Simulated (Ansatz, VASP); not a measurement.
**Si: VASP beside Ansatz**

```
Si
1.0
     4.12095    0.00000    0.00000
    -2.06047    3.56885    0.00000
     0.00000    0.00000    2.65479
Si
2
Direct
  0.33333 0.66667 0.50000
  0.66667 0.33333 0.50000
```

The cell was built by a generator and needn't be a form met in nature.

Alike in both runs: task band structure; functional HSEsol; k mesh 4 × 4 × 5; occupations fermi-dirac, width 0.05 eV; no spin polarisation.

```csv
,VASP,Ansatz
version,VASP 6.6.1,Ansatz 0.2.0
potentials or method,"VASP PAW PBE potentials, release 64 (Si)",Ansatz PAW
plane-wave cutoff (eV),520,420
valence electrons in the cell,8,8
```

Ansatz gave:

```
gap on the k mesh at the Fermi level (eV)       : none
pressure (GPa)                                  : -3.6
largest component of the traceless stress (GPa) : 8.34
```

Problem. Which values does VASP return?

Solution. gap on the k mesh at the Fermi level (eV): none; pressure (GPa): -3.8; largest component of the traceless stress (GPa): 8.31.

A gap of «none» marks a metal or a gap that the smearing closes.

Caveats: the k mesh is coarse (spacing up to 0.47 Å⁻¹), so the values aren't converged, least of all with exact exchange; the PAW data sets were made with another functional, which shifts forces and pressure a little (VASP); the PAW data sets come from PBE, with cores solved anew for the run's functional, which leaves a small shift of forces and pressure (Ansatz); the thresholds are loose for stress (Ansatz).
